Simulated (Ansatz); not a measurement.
Base system: AlSb in the zinc blende structure (space group F-43m, No. 216).

```yaml
crystal:
  lattice:
    - [0.00000, 3.11279, 3.11279]
    - [3.11279, 0.00000, 3.11279]
    - [3.11279, 3.11279, 0.00000]
  atoms:
    - { symbol: Sb, position: [0.75000, 0.75000, 0.75000] }
    - { symbol: Al, position: [0.00000, 0.00000, 0.00000] }
```

Computed with PBE, PAW, 420 eV (Ansatz, a quantum-chemistry and plane-wave program; no SOC), earlier PAW set.

Carriers are added at fixed cell with a uniform background; the Fermi–Dirac width is that of 300 K.

One change was made to it. Results:

```json
[
 {"quantity": "Fermi level relative to the doped band's edge (positive inside the band; to 0.05 eV)", "base": "–", "after": "+0.20 eV"},
 {"quantity": "gap character", "base": "indirect, Γ → L", "after": "indirect, Γ → L"},
 {"quantity": "gap between the host's bands", "base": "1.24 eV", "after": "1.23 eV"}
]
```

Q: Which of these changes matches the shifts?
A) electrons 5.0×10^21 cm⁻³
B) holes 3.0×10^21 cm⁻³
C) holes 5.0×10^21 cm⁻³
D) electrons 7.0×10^20 cm⁻³

A: D, electrons 7.0×10^20 cm⁻³. For comparison, the Fermi level from band edge in the other runs: holes 3.0×10^21 cm⁻³ gives +0.45 eV; electrons 5.0×10^21 cm⁻³ gives +0.55 eV; holes 5.0×10^21 cm⁻³ gives +0.65 eV.

Carriers are added with a uniform compensating background; total energy and stress of such cells depend on the potential's zero and are not compared; many-body gap narrowing is missing at this level. With Sb present, leaving out spin-orbit coupling can change the band edges. Stability against distortions was not tested.
